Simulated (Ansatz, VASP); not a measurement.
## Si in VASP and in Ansatz

Contents of INCAR:

```
ALGO = Normal ; EDIFF = 1E-6
ENCUT = 520 ; ISIF = 2
ISMEAR = -1 ; LASPH = True
LCHARG = True ; LELF = True
LREAL = False ; LVHAR = True
LWAVE = False ; NBANDS = 11
NELM = 80 ; PREC = Accurate
SIGMA = 0.08
```

File KPOINTS:

```
k-points
0
Gamma
  11 11 11
```

POSCAR

```
Si
1.0
    0.0000000000      2.7334537691      2.7334537691
    2.7334537691      0.0000000000      2.7334537691
    2.7334537691      2.7334537691      0.0000000000
Si
2
Direct
    0.5000000000      0.5000000000      0.5000000000
    0.7500000000      0.7500000000      0.7500000000
```

Input for Ansatz:

```yaml
crystal:
  lattice:
    - [0.0, 2.7334537691, 2.7334537691]
    - [2.7334537691, 0.0, 2.7334537691]
    - [2.7334537691, 2.7334537691, 0.0]
  atoms:
    - { symbol: Si, position: [0.5, 0.5, 0.5] }
    - { symbol: Si, position: [0.75, 0.75, 0.75] }
kpoints:
  mp_grid: { grid: [11, 11, 11] }
  band_path:
    path:
      - [0.0, 0.0, 0.0]
      - [0.5, 0.0, 0.5]
      - [0.625, 0.25, 0.625]
      - [0.375, 0.375, 0.75]
      - [0.0, 0.0, 0.0]
      - [0.5, 0.5, 0.5]
      - [0.5, 0.25, 0.75]
      - [0.5, 0.0, 0.5]
    npoints: 5
scf:
  occupations: { method: fermi_dirac, width: 0.08 }
hamiltonian:
  xc: lda
  pseudopotentials: { kind: all_electron, lapw: { basis_error: 0.00025 } }
output:
  forces: true
  stress: true
  eigenvalues: true
```

Change from the starting cell: volume scaled by 1.02.

Alike in both runs: task single point; functional LDA; k mesh 11 × 11 × 11; occupations fermi-dirac, width 0.08 eV; no spin polarisation.

|  | VASP | Ansatz |
| --- | --- | --- |
| version | VASP 6.6.1 | Ansatz 0.2.0 |
| potentials or method | VASP PAW LDA potentials, release 64 (Si) | all-electron LAPW, scalar-relativistic |
| plane-wave cutoff (eV) | 520 | see its input |

Ansatz gave:

- pressure (GPa): -3.3

Question: Which values does VASP return?

Answer: Pressure (GPa): -3.2.

Ansatz ran all-electron here, so the differences hold the error of VASP's frozen core and of both bases.

Caveats: an odd mesh through Γ misses points on the zone boundary, where band edges often lie.
